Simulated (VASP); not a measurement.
Write the native input for VASP 6.6.1 that does the following.

| Property | Result |
| --- | --- |
| Task | relaxation of the atoms |
| Functional | PBE |
| Dispersion | D3(BJ) |
| Potentials or basis | VASP PAW PBE potentials, release 64 (K_sv, I) |
| Cutoff | 600 eV |
| k mesh | 8 × 8 × 8 |
| Occupations | gaussian, width 0.03 eV |
| Spin | no spin polarisation |
| Further INCAR settings | ALGO = Fast; EDIFF = 1e-07; IBRION = 2; EDIFFG = -0.01; NSW = 40 |

The structure of KI lies in POSCAR:

```
KI                                      
1.0
    0.0000000000      3.5300459812      3.5300459812
    3.5300459812      0.0000000000      3.5300459812
    3.5300459812      3.5300459812      0.0000000000
  K               I             
     1     1
Direct
     0.0000000000000000    0.0000000000000000    0.0000000000000000
     0.5000000000000000    0.5000000000000000    0.5000000000000000
```

The cell isn't the ideal one: a relaxed cell with its volume scaled by 1.02.

These files were run (other wordings do the same):

INCAR

```
  PREC = Accurate
  ENCUT = 600
  EDIFF = 1E-7
  ISMEAR = 0
  SIGMA = 0.03
  LREAL = F
  LASPH = T
  NELM = 80
  ALGO = Fast
  ISIF = 2
  LWAVE = F
  LCHARG = F
  GGA = PE
  IVDW = 12
  IBRION = 2
  NSW = 40
  EDIFFG = -0.01
```

KPOINTS

```
regular mesh
0
Gamma
  8 8 8
```

Potentials or basis: VASP PAW PBE potentials, release 64 (K_sv, I).

Command:

```console
$ cat potpaw_PBE.64/K_sv/POTCAR potpaw_PBE.64/I/POTCAR > POTCAR
$ mpirun -np 1 vasp_std > vasp.out
```

Results of the run:

- Pressure after relaxing: -0.3 GPa
- Band gap on the k mesh: 3.97 eV, direct
- Dispersion energy per atom: -0.227 eV

Caveat: the relaxation stopped at its first step, so nothing moved; spin-orbit coupling is left out, which moves the levels of the heavy elements.

Wall time 51 s on 1 thread of Intel(R) Xeon(R) Platinum 8259CL CPU @ 2.50GHz (Skylake/Cascade Lake) (shared host), peak memory 0.26 GiB.
